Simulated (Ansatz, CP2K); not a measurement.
# Bare Al-Cu alloy nanowire along [110] (38 atoms) in CP2K, part 2 of 2

Aim: run bare Al-Cu alloy nanowire along [110] (38 atoms) in CP2K and see how near its forces come to a plane-wave reference, and at what cost.

Program: CP2K 2026.2; the method stands at each step. Banners, paths, timers and routine set-up lines are dropped from the logs unmarked, and long logs keep their key lines alone; longer cuts are marked.

So far. Step 2 (PBE, DZVP-MOLOPT-SR, 800/50 Ry, diagonalisation): Forces lie 8.9 % from the reference's, at 6.9 times its CPU time (on 2 against 4 cores). Step 3 (PBE+D3, DZVP-MOLOPT-SR, 800/50 Ry, diagonalisation): Against the first run (8.9 %), the force difference from the reference is 11 %, at 0.98 times the CPU time; the model has changed, so this is no error of the program alone.

## Step 4: PBE, TZVP-MOLOPT (SR for Cu, Al), 800/50 Ry, diagonalisation

Method: Kohn-Sham DFT, PBE, GTH-PBE pseudopotentials, Gaussian and plane waves, TZVP-MOLOPT-GTH, diagonalisation.

input.inp reads:

```
&GLOBAL
  PROJECT cell
  RUN_TYPE ENERGY_FORCE
  PRINT_LEVEL LOW
&END GLOBAL
&FORCE_EVAL
  METHOD QS
  &DFT
    BASIS_SET_FILE_NAME BASIS_MOLOPT
    BASIS_SET_FILE_NAME BASIS_MOLOPT_UCL
    POTENTIAL_FILE_NAME GTH_POTENTIALS
    &MGRID
      CUTOFF 800
      REL_CUTOFF 50
      NGRIDS 5
    &END MGRID
    &QS
      EPS_DEFAULT 1.0E-12
    &END QS
    &SCF
      SCF_GUESS ATOMIC
      EPS_SCF 1.0E-06
      MAX_SCF 200
      ADDED_MOS 22
      &DIAGONALIZATION
        ALGORITHM STANDARD
      &END DIAGONALIZATION
      &SMEAR ON
        METHOD FERMI_DIRAC
        ELECTRONIC_TEMPERATURE [K] 580
      &END SMEAR
      &MIXING
        METHOD BROYDEN_MIXING
        ALPHA 0.15
        NBROYDEN 8
      &END MIXING
      &PRINT
        &RESTART OFF
        &END RESTART
      &END PRINT
    &END SCF
    &XC
      &XC_FUNCTIONAL PBE
      &END XC_FUNCTIONAL
    &END XC
    &PRINT
      &MULLIKEN ON
      &END MULLIKEN
      &HIRSHFELD ON
        SHAPE_FUNCTION DENSITY
      &END HIRSHFELD
      &MO ON
        EIGENVALUES T
        OCCUPATION_NUMBERS T
        MO_INDEX_RANGE 122 145
        &EACH
          QS_SCF 0
        &END EACH
        ADD_LAST NUMERIC
      &END MO
    &END PRINT
  &END DFT
  &SUBSYS
    &CELL
      A 17.10000 0.00000 0.00000
      B 0.00000 20.45513 0.00000
      C 0.00000 0.00000 5.28677
    &END CELL
    &COORD
      SCALED
[... 38 atom lines left out: the same atoms as in the first run ...]
    &END COORD
    &KIND Cu
      BASIS_SET TZVP-MOLOPT-SR-GTH-q11
      POTENTIAL GTH-PBE-q11
    &END KIND
    &KIND Al
      BASIS_SET TZVP-MOLOPT-SR-GTH-q3
      POTENTIAL GTH-PBE-q3
    &END KIND
  &END SUBSYS
  &PRINT
    &FORCES ON
    &END FORCES
  &END PRINT
&END FORCE_EVAL
```

Run with:

```console
$ OMP_NUM_THREADS=2 cp2k.psmp -i input.inp > output.txt
```

Numbers of over 12 decimals in the logs are rounded to 6 here.

Output:

```text
CP2K| version string:                                       CP2K version 2026.2
 CP2K| Input file name                                                 input.inp
 GLOBAL| Basis set file name                                        BASIS_MOLOPT
 GLOBAL| Potential file name                                      GTH_POTENTIALS
 GLOBAL| Run type                                                   ENERGY_FORCE
 GLOBAL| Total number of message passing processes                             1
 GLOBAL| Number of threads for this process                                    2
 TOTAL NUMBERS AND MAXIMUM NUMBERS
  Total number of            - Atomic kinds:                                   2
                             - Atoms:                                         38
[... lines left out ...]
                        Smear method:                                FERMI_DIRAC
[... lines left out ...]
 Number of electrons:                                                        266
[... lines left out ...]
  Step     Update method      Time    Convergence         Total energy    Change
[... lines left out ...]
  *** SCF run converged in    39 steps ***
[... lines left out ...]
  Fermi energy:                                                -0.048596
  Total energy:                                              -953.194485
  Total energy (extrapolated to T->0):                       -953.190339
[... lines left out ...]
 MO| E(Fermi):           -0.048596 a.u.         -1.322368 eV
[... lines left out ...]
       2     Cu       1         10.963829                              0.036171
       3     Cu       1         10.949008                              0.050992
[...]
37     Cu       1         11.064811                             -0.064811
      38     Al       2          2.954638                              0.045362
 # Total charge                            266.000000                  0.000000
 !-----------------------------------------------------------------------------!
 !-----------------------------------------------------------------------------!
                           Hirshfeld Charges
  #Atom  Element  Kind  Ref Charge     Population                    Net charge
      1       Cu     1      11.000         10.951                         0.049
      2       Cu     1      11.000         10.945                         0.055
      3       Cu     1      11.000         10.941                         0.059
[...]
37       Cu     1      11.000         10.947                         0.053
     38       Al     2       3.000          3.048                        -0.048
  Total Charge                                                            0.000
 !-----------------------------------------------------------------------------!
 ENERGY| Total FORCE_EVAL ( QS ) energy [hartree]           -953.194489
 FORCES| Atomic forces [hartree/bohr]
 FORCES|   Atom     x               y               z               |f|
 FORCES|      1  9.77259145E-03  4.10175135E-03  9.08476312E-03   1.39592560E-02
 FORCES|      2  4.39725368E-03  4.62984800E-04 -6.45387004E-03   7.82321119E-03
 FORCES|      3  4.39588030E-03  1.01620086E-02  2.63602030E-03   1.13815107E-02
[...]
FORCES|     37 -1.43863289E-02 -1.25178100E-02 -8.86871735E-03   2.10313141E-02
 FORCES|     38 -1.56104937E-02 -5.14135721E-03 -4.48039234E-04   1.64414661E-02
 FORCES| Sum     9.69309776E-04  1.51731998E-03  3.17098346E-04
 FORCES| Total atomic force                                       1.82821572E-03
```

The job ended after 7.3 min (2 threads of Arm Neoverse V1, shared host; peak memory 6.5 GiB; 12 min of CPU time).

Numbers from this run, and their distance from the reference:

| Property | Result |
| --- | --- |
| r.m.s. force component | 0.4573 eV/Å |
| r.m.s. difference of force components | 35.26 meV/Å |
| longest difference of force vectors | 107.8 meV/Å |
| force difference over r.m.s. force | 7.603 % |
| slope of forces against the reference's | 0.9835 |
| correlation of force components | 0.9972 |

Against the first run (8.9 %), the force difference from the reference is 7.6 %, at 1.1 times the CPU time, with 969 basis functions against 722: the larger basis brings the forces nearer.

## Step 5: PBE, DZVP-MOLOPT-SR, 800/30 Ry, diagonalisation

Method: Kohn-Sham DFT, PBE, GTH-PBE pseudopotentials, Gaussian and plane waves, DZVP-MOLOPT-SR-GTH, diagonalisation.

input.inp: that of step 4 with these lines changed.

```diff
@@ -9,3 +9,2 @@
     BASIS_SET_FILE_NAME BASIS_MOLOPT
-    BASIS_SET_FILE_NAME BASIS_MOLOPT_UCL
     POTENTIAL_FILE_NAME GTH_POTENTIALS
@@ -13,3 +12,3 @@
       CUTOFF 800
-      REL_CUTOFF 50
+      REL_CUTOFF 30
       NGRIDS 5
@@ -69,7 +68,30 @@
     &COORD
-      SCALED
-[... 38 atom lines left out: the same atoms as in the first run ...]
+      Cu 6.54742 6.25047 1.40242
+      Cu 6.60128 6.25129 4.19960
+      Cu 4.89915 7.70872 0.14766
+      Al 6.65720 8.95076 1.50932
+      Cu 4.89710 7.58967 2.83773
+      Cu 6.67909 9.02746 4.20637
+      Al 4.57596 10.32575 0.08152
+      Al 6.75484 11.60992 1.49298
+      Al 4.66488 10.18563 2.81251
+      Cu 6.76596 11.53383 4.18379
+      Al 4.74628 12.90719 0.22189
+      Cu 6.65566 14.14800 1.67242
+      Cu 4.88701 12.80982 2.90651
+      Cu 6.73022 14.02690 4.24887
+      Cu 8.43936 4.97939 0.23304
+      Cu 10.48623 6.25845 1.52470
+      Al 8.42243 4.89389 2.83963
+      Al 10.55480 6.10361 4.19288
+      Al 8.48981 7.60542 0.14946
+      Al 10.46486 9.00476 1.57546
+[... 14 atom lines left out ...]
+      Al 12.56782 10.41289 0.22014
+      Cu 12.53191 10.17540 2.75118
+      Cu 12.27455 12.95382 0.38694
+      Al 12.45119 12.84705 2.89308
     &END COORD
     &KIND Cu
-      BASIS_SET TZVP-MOLOPT-SR-GTH-q11
+      BASIS_SET DZVP-MOLOPT-SR-GTH-q11
       POTENTIAL GTH-PBE-q11
@@ -77,3 +99,3 @@
     &KIND Al
-      BASIS_SET TZVP-MOLOPT-SR-GTH-q3
+      BASIS_SET DZVP-MOLOPT-SR-GTH-q3
       POTENTIAL GTH-PBE-q3
```

Output:

```text
CP2K| version string:                                       CP2K version 2026.2
 CP2K| Input file name                                                 input.inp
 GLOBAL| Basis set file name                                        BASIS_MOLOPT
 GLOBAL| Potential file name                                      GTH_POTENTIALS
 GLOBAL| Run type                                                   ENERGY_FORCE
 GLOBAL| Total number of message passing processes                             1
 GLOBAL| Number of threads for this process                                    2
[... lines left out ...]
                        Smear method:                                FERMI_DIRAC
[... lines left out ...]
 Number of electrons:                                                        266
[... lines left out ...]
  Step     Update method      Time    Convergence         Total energy    Change
[... lines left out ...]
  *** SCF run converged in    36 steps ***
[... lines left out ...]
  Fermi energy:                                                -0.047655
  Total energy:                                              -953.164281
  Total energy (extrapolated to T->0):                       -953.160143
[... lines left out ...]
 MO| E(Fermi):           -0.047655 a.u.         -1.296757 eV
[... lines left out ...]
                           Hirshfeld Charges
  #Atom  Element  Kind  Ref Charge     Population                    Net charge
      1       Cu     1      11.000         10.952                         0.048
      2       Cu     1      11.000         10.946                         0.054
      3       Cu     1      11.000         10.942                         0.058
[...]
37       Cu     1      11.000         10.948                         0.052
     38       Al     2       3.000          3.047                        -0.047
  Total Charge                                                           -0.000
 !-----------------------------------------------------------------------------!
 ENERGY| Total FORCE_EVAL ( QS ) energy [hartree]           -953.164277
 FORCES| Atomic forces [hartree/bohr]
 FORCES|   Atom     x               y               z               |f|
 FORCES|      1  1.20555135E-02  4.59926858E-03  5.95690573E-03   1.42117347E-02
 FORCES|      2  2.47657759E-03  4.01095732E-04 -5.29930268E-03   5.86318371E-03
 FORCES|      3  5.06906607E-03  7.14270995E-03  4.08152294E-03   9.66294809E-03
[...]
FORCES|     37 -1.74479708E-02 -9.96606874E-03 -8.20733343E-03   2.17051730E-02
 FORCES|     38 -1.61541650E-02 -5.06078722E-03 -2.00924680E-04   1.69295300E-02
 FORCES| Sum    -2.27765930E-03 -6.71989356E-03  4.96716902E-03
 FORCES| Total atomic force                                       8.66126258E-03
```

The job ended after 5.9 min (2 threads; peak memory 6.4 GiB).

Numbers from this run, and their distance from the reference:

```
r.m.s. force component                          : 0.4642 eV/Å
r.m.s. difference of force components           : 70.49 meV/Å
longest difference of force vectors             : 239.1 meV/Å
force difference over r.m.s. force              : 15.2 %
slope of forces against the reference's         : 0.9896
correlation of force components                 : 0.9885
energy less the same-level run's                : -1.868 meV/atom
r.m.s. force difference from the same-level run : 67.12 meV/Å
```

This is a coarse setting, run to see what it loses.

Against the first run (8.9 %), the force difference from the reference is 15 %, at 0.89 times the CPU time: the grid matters here.

## Step 6: LDA, DZVP-MOLOPT-SR, 800/50 Ry, diagonalisation

Method: Kohn-Sham DFT, LDA, GTH-PADE pseudopotentials, Gaussian and plane waves, DZVP-MOLOPT-SR-GTH, diagonalisation.

input.inp: that of step 5 with these lines changed.

```diff
@@ -12,3 +12,3 @@
       CUTOFF 800
-      REL_CUTOFF 30
+      REL_CUTOFF 50
       NGRIDS 5
@@ -41,3 +41,3 @@
     &XC
-      &XC_FUNCTIONAL PBE
+      &XC_FUNCTIONAL PADE
       &END XC_FUNCTIONAL
@@ -72,3 +72,3 @@
       BASIS_SET DZVP-MOLOPT-SR-GTH-q11
-      POTENTIAL GTH-PBE-q11
+      POTENTIAL GTH-PADE-q11
     &END KIND
@@ -76,3 +76,3 @@
       BASIS_SET DZVP-MOLOPT-SR-GTH-q3
-      POTENTIAL GTH-PBE-q3
+      POTENTIAL GTH-PADE-q3
     &END KIND
```

Output:

```text
CP2K| version string:                                       CP2K version 2026.2
 CP2K| Input file name                                                 input.inp
 GLOBAL| Basis set file name                                        BASIS_MOLOPT
 GLOBAL| Potential file name                                      GTH_POTENTIALS
[... lines left out ...]
                        Smear method:                                FERMI_DIRAC
[... lines left out ...]
 Number of electrons:                                                        266
[... lines left out ...]
  Step     Update method      Time    Convergence         Total energy    Change
[... lines left out ...]
  *** SCF run converged in    36 steps ***
[... lines left out ...]
  Fermi energy:                                                -0.056008
  Total energy:                                              -952.795910
  Total energy (extrapolated to T->0):                       -952.791692
[... lines left out ...]
 MO| E(Fermi):           -0.056008 a.u.         -1.524042 eV
[... lines left out ...]
     38       Al     2       3.000          3.033                        -0.033
  Total Charge                                                            0.000
 !-----------------------------------------------------------------------------!
 ENERGY| Total FORCE_EVAL ( QS ) energy [hartree]           -952.795908
 FORCES| Atomic forces [hartree/bohr]
 FORCES|   Atom     x               y               z               |f|
 FORCES|      1  1.28772027E-02  1.06065269E-02  5.88885916E-03   1.76917897E-02
 FORCES|      2  8.03965061E-03  7.12923427E-03 -4.23144381E-03   1.15484666E-02
 FORCES|      3  1.59125618E-02  1.24327727E-02  1.89243423E-03   2.02821293E-02
[...]
FORCES|     37 -2.45692557E-02 -1.59678592E-02 -6.65273429E-03   3.00479571E-02
 FORCES|     38 -2.25201898E-02 -7.43670101E-03 -3.14556208E-03   2.39240053E-02
 FORCES| Sum    -2.73183917E-05 -4.43320878E-05 -9.04784205E-06
 FORCES| Total atomic force                                       5.28534954E-05
```

Run time: 4.1 min. Hardware: 2 threads; peak memory 6.1 GiB; 7 min of CPU time.

Numbers from this run, and their distance from the reference:

```
r.m.s. force component                  : 0.5634 eV/Å
r.m.s. difference of force components   : 176.6 meV/Å
longest difference of force vectors     : 524.1 meV/Å
force difference over r.m.s. force      : 38.08 %
slope of forces against the reference's : 1.166
correlation of force components         : 0.9593
```

Against the first run (8.9 %), the force difference from the reference is 38 %, at 0.63 times the CPU time; the model has changed, so this is no error of the program alone.

## Step 7: The ladder

Differences are against the plane-wave reference, forces as r.m.s. over components; share is that over the reference's r.m.s. force, slope the least-squares factor from reference forces to these. Total energies of different programs have different zeros and aren't compared.

| run | Δ force, r.m.s. (meV/Å) | share (%) | slope | cores | CPU time | memory (GiB) |
| --- | --- | --- | --- | --- | --- | --- |
| reference | - | - | - | 4 | 96 s | 1.7 |
| CP2K PBE, DZVP-MOLOPT-SR, 800/50 Ry, diagonalisation | 41.3 | 8.91 | 0.991 | 2 | 11 min | 6.4 |
| CP2K PBE+D3, DZVP-MOLOPT-SR, 800/50 Ry, diagonalisation | 53.0 | 11.4 | 1.028 | 2 | 11 min | 6.5 |
| CP2K PBE, TZVP-MOLOPT (SR for Cu, Al), 800/50 Ry, diagonalisation | 35.3 | 7.60 | 0.984 | 2 | 12 min | 6.5 |
| CP2K PBE, DZVP-MOLOPT-SR, 800/30 Ry, diagonalisation (coarse) | 70.5 | 15.2 | 0.990 | 2 | 9.8 min | 6.4 |
| CP2K LDA, DZVP-MOLOPT-SR, 800/50 Ry, diagonalisation | 177 | 38.1 | 1.166 | 2 | 7 min | 6.1 |

Rows marked coarse were listed beforehand as settings not expected to be converged; some can still land near the reference.

CPU time is summed over cores on a shared host, where runs went side by side, so it is rough. Symmetry, cutoffs, thresholds, outputs and thread counts weren't matched or tuned between programs; memory under MPI is the largest rank's times the ranks.

Mean charges by element (e), by run and scheme:

| run | scheme | Cu | Al |
| --- | --- | --- | --- |
| CP2K PBE, DZVP-MOLOPT-SR, 800/50 Ry, diagonalisation | Mulliken | -0.38 | +0.38 |
| CP2K PBE, DZVP-MOLOPT-SR, 800/50 Ry, diagonalisation | Hirshfeld | +0.07 | -0.07 |
| CP2K PBE+D3, DZVP-MOLOPT-SR, 800/50 Ry, diagonalisation | Mulliken | -0.38 | +0.38 |
| CP2K PBE+D3, DZVP-MOLOPT-SR, 800/50 Ry, diagonalisation | Hirshfeld | +0.07 | -0.07 |
| CP2K PBE, TZVP-MOLOPT (SR for Cu, Al), 800/50 Ry, diagonalisation | Mulliken | +0.09 | -0.09 |
| CP2K PBE, TZVP-MOLOPT (SR for Cu, Al), 800/50 Ry, diagonalisation | Hirshfeld | +0.07 | -0.07 |
| CP2K LDA, DZVP-MOLOPT-SR, 800/50 Ry, diagonalisation | Mulliken | -0.46 | +0.46 |
| CP2K LDA, DZVP-MOLOPT-SR, 800/50 Ry, diagonalisation | Hirshfeld | +0.06 | -0.06 |

Within one program, basis, potentials and functional, energies share a zero. Each run against its twin at the usual cutoff or grid and solver:

| run | twin | Δ energy (meV/atom) | Δ force, r.m.s. (meV/Å) | CPU time over the twin's |
| --- | --- | --- | --- | --- |
| CP2K PBE, DZVP-MOLOPT-SR, 800/30 Ry, diagonalisation | DZVP-MOLOPT-SR, 800/50 Ry, diagonalisation | -1.87 | 67.1 | 0.89 |

Further runs of this program without a result: CP2K GFN1-xTB, diagonalisation (not converged); CP2K TPSS, PBE potentials, DZVP-MOLOPT-SR, 800/50 Ry, diagonalisation (cut off at its time limit).

## Step 8: What came out

| Item | Value |
| --- | --- |
| nearest in forces | CP2K PBE, TZVP-MOLOPT (SR for Cu, Al), 800/50 Ry, diagonalisation, 7.6 % |
| its CPU time | 12 min |

The PBE runs in local orbitals, coarse settings apart, differ by 7.6 % (CP2K PBE, TZVP-MOLOPT (SR for Cu, Al), 800/50 Ry, diagonalisation) to 8.9 % (CP2K PBE, DZVP-MOLOPT-SR, 800/50 Ry, diagonalisation); basis, grid and potentials can all enter. Rows with another functional or a dispersion term differ by 11 % (CP2K PBE+D3, DZVP-MOLOPT-SR, 800/50 Ry, diagonalisation) to 38 % (CP2K LDA, DZVP-MOLOPT-SR, 800/50 Ry, diagonalisation), which mixes the change of model with differences of basis and potentials. Runs with settings chosen to be coarse differ by 15 % (CP2K PBE, DZVP-MOLOPT-SR, 800/30 Ry, diagonalisation), their programs' other errors included. None of the electronic-structure runs in the table takes under half the reference's CPU time of 96 s; they take 4.3 to 7.7 times as much. Charges hang on scheme and program or settings: among these rows the mean for Cu runs from -0.46 to +0.09 e, even in sign. The potentials hold different valence shells: 418 electrons in the reference, 266 in CP2K with TZVP-MOLOPT; this bears on time and differences. The cell is under 6 Å thick along one periodic direction, so every atom has periodic images of itself close by, which move with it and show among its neighbours and in g(r). The host structure and its lattice constant were typed by rule, without a check against the phase diagram. The electronic-structure runs sample only Γ, in a cell whose periodic width is 5 Å, which is coarse for a cell with partly filled levels.

[Also dropped from logs without a mark: logging warnings of Python, and SIESTA's first energy breakdown and zero terms.]

[Logs are printed without paths, hosts, clocks, repeated set-up lines and the standing remarks that a program may print on its own settings, such as how far it seeks lower states.]

[Hosts, paths, dates, database ids (printed as entryN), source tags and the programs' standing remarks are cut or masked in the printed files.]
